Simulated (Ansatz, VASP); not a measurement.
## TaN in VASP and in Ansatz

```
Ta N
1.0
     0.00000    2.18546    2.18546
     2.18546    0.00000    2.18546
     2.18546    2.18546    0.00000
Ta N
1 1
Direct
  0.50000 0.50000 0.50000
  0.00000 0.00000 0.00000
```

Alike in both runs: functional revPBE; dispersion D3(BJ); k mesh 13 × 13 × 13; occupations gaussian, width 0.1 eV; no spin polarisation.

Ansatz relaxed the structure, and its values are those at the end. VASP's run is a single point on that final structure, the one shown.

|  | VASP | Ansatz |
| --- | --- | --- |
| version | VASP 6.6.1 | Ansatz 0.2.0 |
| potentials or method | VASP PAW PBE potentials, release 64 (Ta_pv, N) | plane waves, PAW |
| plane-wave cutoff (eV) | 520 | 420 |
| valence electrons in the cell | 16 | 18 |

```tsv
	VASP	Ansatz	Ansatz less VASP
pressure (GPa)	0.9	0.0	-0.90
dispersion energy (meV/atom)	-893.7	-893.9	-0.14
```

The two sets of potentials don't hold the same shells in valence.

Caveats: the PAW data sets were made with another functional, which shifts forces and pressure a little (VASP); pairwise dispersion overbinds metals, which lowers pressure and volume. The runs have no spin-orbit coupling, so splittings on Ta are missing.
